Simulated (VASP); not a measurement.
Here is a VASP 6.6.1 calculation.

File POSCAR:

```
KF
1.0
    3.6599347861      0.0000000000      0.0000000000
   -1.8299673931      3.1695965009      0.0000000000
    0.0000000000      0.0000000000      6.4788135034
K F
2 2
Direct
    0.0000000000      0.0000000000      0.0000000000
    0.0000000000      0.0000000000      0.5000000000
    0.3333333333      0.6666666667      0.2500000000
    0.6666666667      0.3333333333      0.7500000000
```

The input INCAR.step1:

```
SYSTEM = KF
PREC = Accurate ; ENCUT = 520
ISMEAR = 0 ; SIGMA = 0.01
LREAL = .False. ; LASPH = .True.
NELM = 80 ; NBANDS = 24
GGA = PE ; ALGO = Normal
EDIFF = 1E-4 ; LWAVE = .True.
LCHARG = .False.
```

INCAR.step2

```
SYSTEM = KF
PREC = Accurate ; ENCUT = 520
EDIFF = 1E-7 ; ISMEAR = 0
SIGMA = 0.01 ; LREAL = .False.
LASPH = .True. ; NELM = 80
ALGO = Normal ; ISIF = 2
LWAVE = .False. ; LCHARG = .True.
METAGGA = R2SCAN ; LMIXTAU = .True.
LELF = .True. ; LVHAR = .True.
NBANDS = 24 ; ISTART = 1
```

The input KPOINTS:

```
regular mesh
0
Gamma
  6 6 4
  0 0 0
```

Potentials or basis: VASP PAW PBE potentials, release 64 (K_sv, F).

Command:

```console
$ cat potpaw_PBE.64/K_sv/POTCAR potpaw_PBE.64/F/POTCAR > POTCAR
$ cp INCAR.step1 INCAR
$ mpirun -np 1 vasp_std > vasp.out
$ cp INCAR.step2 INCAR
$ mpirun -np 1 vasp_std > vasp.out
```

Q: What does it give for the pressure?

A: 0.0 GPa.

Q: What does it give for the band gap on the k mesh?

A: 6.87 eV, direct.

Caveat: the PAW data sets were made with another functional, which shifts forces and pressure a little. A k mesh can miss the band edges.
